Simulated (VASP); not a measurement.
Write the native input for VASP 6.6.1 that does the following.

```
Task                   : single point
Functional             : PBE
Potentials or basis    : VASP PAW PBE potentials, release 64 (Ba_sv, S)
Cutoff                 : 520 eV
k mesh                 : 6 × 6 × 6
Occupations            : fermi-dirac, width 0.02 eV
Spin                   : no spin polarisation
Dipole correction      : no
Further INCAR settings : ALGO = Fast; EDIFF = 1e-06; NBANDS = 15
```

The structure of BaS lies in POSCAR:

```
BaS
1.0
    0.0000000000      3.5194117709      3.5194117709
    3.7189624183      0.0000000000      3.5194117709
    3.7189624183      3.5194117709      0.0000000000
Ba S
1 1
Direct
    0.0000000000      0.0000000000      0.0000000000
    0.2500000000      0.2500000000      0.2500000000
```

The cell was built by a generator and needn't be a form met in nature.

The cell isn't the ideal one: uniaxial_x strain +5.7%.

One way to write it, as run:

INCAR

```
ALGO = Fast
EDIFF = 1E-6
ENCUT = 520
GGA = PE
ISIF = 2
ISMEAR = -1
LASPH = True
LCHARG = False
LREAL = False
LWAVE = False
NBANDS = 15
NELM = 100
PREC = Accurate
SIGMA = 0.02
```

KPOINTS

```
k-points
0
Gamma
  6 6 6
```

Potentials or basis: VASP PAW PBE potentials, release 64 (Ba_sv, S).

The run is started by

```console
$ cat potpaw_PBE.64/Ba_sv/POTCAR potpaw_PBE.64/S/POTCAR > POTCAR
$ mpirun -np 1 vasp_std > vasp.out
```

It gave:

```yaml
Pressure: -1.1 GPa
Band_gap_on_the_k_mesh: 2.64 eV, indirect (least direct gap 3.23 eV)
```

Caveat: spin-orbit coupling is left out, which moves the levels of the heavy elements.

Wall time 49 s on 1 thread of AMD EPYC 9R45 (Zen 5) (shared host), peak memory 0.21 GiB.
